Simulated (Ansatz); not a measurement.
Wanted: the native input for an Ansatz 0.2.0 run.

| Quantity | Value |
| --- | --- |
| Task | electrostatic potential |
| Functional | PBE |
| Potentials or basis | Ansatz PAW |
| Cutoff | 420 eV (not typed: the program's choice for these potentials) |
| k mesh | 11 × 11 × 1 |
| Occupations | fermi-dirac, width 0.05 eV |
| Spin | no spin polarisation |
| Boundary along the surface normal | dipole_correction |
| Miller | [0, 0, 1] |
| Bulk formula | Al |

Slab: Al, a slab with vacuum.

```
CELL_PARAMETERS angstrom
2.82708 0.00000 0.00000
-1.41354 2.44832 0.00000
0.00000 0.00000 28.77899
ATOMIC_POSITIONS crystal
Al 0.33333 0.66667 0.26061
Al 0.00000 0.00000 0.34040
Al 0.66667 0.33333 0.42020
Al 0.00000 0.00000 0.50000
Al 0.33333 0.66667 0.57980
Al 0.00000 0.00000 0.65960
Al 0.66667 0.33333 0.73939
```

The slab is cut from a database's or a generator's crystal, which needn't be the stable form of the element.

The cell isn't the ideal one: the (0 0 1) slab of Al, cut from the database cell, not relaxed.

These files were run (other wordings do the same):

input.yaml

```yaml
crystal:
  lattice:
    - [2.8270770242, 0.0, 0.0]
    - [-1.4135385121, 2.4483205214, 0.0]
    - [0.0, 0.0, 28.778989605]
  atoms:
    - { symbol: Al, position: [0.33333333, 0.66666666, 0.2606067865] }
    - { symbol: Al, position: [0.0, 0.0, 0.3404045243] }
    - { symbol: Al, position: [0.66666667, 0.33333334, 0.4202022622] }
    - { symbol: Al, position: [0.0, 0.0, 0.5] }
    - { symbol: Al, position: [0.33333333, 0.66666666, 0.5797977378] }
    - { symbol: Al, position: [0.0, 0.0, 0.6595954757] }
    - { symbol: Al, position: [0.66666667, 0.33333334, 0.7393932135] }
hamiltonian:
  xc: pbe
  pseudopotentials: { kind: paw }
kpoints:
  mp_grid: { grid: [11, 11, 1] }
scf:
  occupations: { method: fermi_dirac, width: 0.05 }
output:
  forces: true
  eigenvalues: true
  write_density: true
  write_potential: true
  elf: true
  volumetric_format: npy
efield:
  axis: 3
  dipole_correction: true
  ramp_width: 0.04
```

Potentials or basis: Ansatz PAW.

Command:

```console
$ ansatz run input.yaml --threads 4 --pin off --max-ram 11264MiB --backend cpu --events-out ev --progress --plain --runs-dir out
```

It gave:

```
Largest force                   : 0.163 eV/Å
Band gap on the k mesh          : none (metal or under the smearing width)
Work function of the upper face : 3.99 eV
Work function of the lower face : 3.99 eV
Dipole across the slab          : 0.000 e·Å
```

Run time: 1.7 s on 4 threads of Arm Neoverse V2 (shared host), peak memory 0.43 GiB.
